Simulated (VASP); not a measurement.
Input of a VASP 6.6.1 run:

Contents of POSCAR:

```
SnO2
1.0
    4.7714001542      0.0000000000      0.0000000000
   -0.0000000000      4.7714001542      0.0000000000
    0.0000000000      0.0000000000      3.2165924293
  Sn              O
     2     4
Direct
     0.0000000000000000    0.0000000000000000    0.0000000000000000
     0.5000000000000000    0.5000000000000000    0.5000000000000000
     0.3062614077595441    0.3062614077595441    0.0000000000000000
     0.1937385922404559    0.8062614077595440    0.5000000000000000
     0.6937385922404560    0.6937385922404560    0.0000000000000000
     0.8062614077595440    0.1937385922404559    0.5000000000000000
```

Contents of INCAR.step1:

```
PREC = Accurate
ENCUT = 600
EDIFF = 1E-8
ISMEAR = 0
SIGMA = 0.03
LREAL = False
LASPH = True
NELM = 80
ALGO = Fast
ISIF = 3
LWAVE = False
LCHARG = False
GGA = PS
KPAR = 2
IBRION = 2
NSW = 40
EDIFFG = -0.002
```

File INCAR.step2:

```
PREC = Accurate
ENCUT = 600
EDIFF = 1E-8
ISMEAR = 0
SIGMA = 0.03
LREAL = False
LASPH = True
NELM = 80
ALGO = Fast
ISIF = 2
LWAVE = False
LCHARG = False
GGA = PS
KPAR = 2
IBRION = 6
NFREE = 2
POTIM = 0.015
NSW = 1
```

The input KPOINTS:

```
Automatic mesh
0
Gamma
  6 6 8
```

Potentials or basis: VASP PAW PBE potentials, release 64 (Sn_d, O).

The run is started by

```sh
$ cat potpaw_PBE.64/Sn_d/POTCAR potpaw_PBE.64/O/POTCAR > POTCAR
$ cp INCAR.step1 INCAR
$ mpirun -np 2 vasp_std > vasp.out
$ cp CONTCAR POSCAR
$ cp INCAR.step2 INCAR
$ mpirun -np 2 vasp_std > vasp.out
```

Problem. Predict the highest phonon frequency at Γ, LO-TO splitting left out.

Solution. 734 cm⁻¹.

Phonon frequencies in cm⁻¹ (negative: imaginary):
```
              q point                                                        frequencies
(0.000, 0.000, 0.000)  0 0 0 102 144 219 219 272 272 342 449 455 455 547 579 579 609 734
```
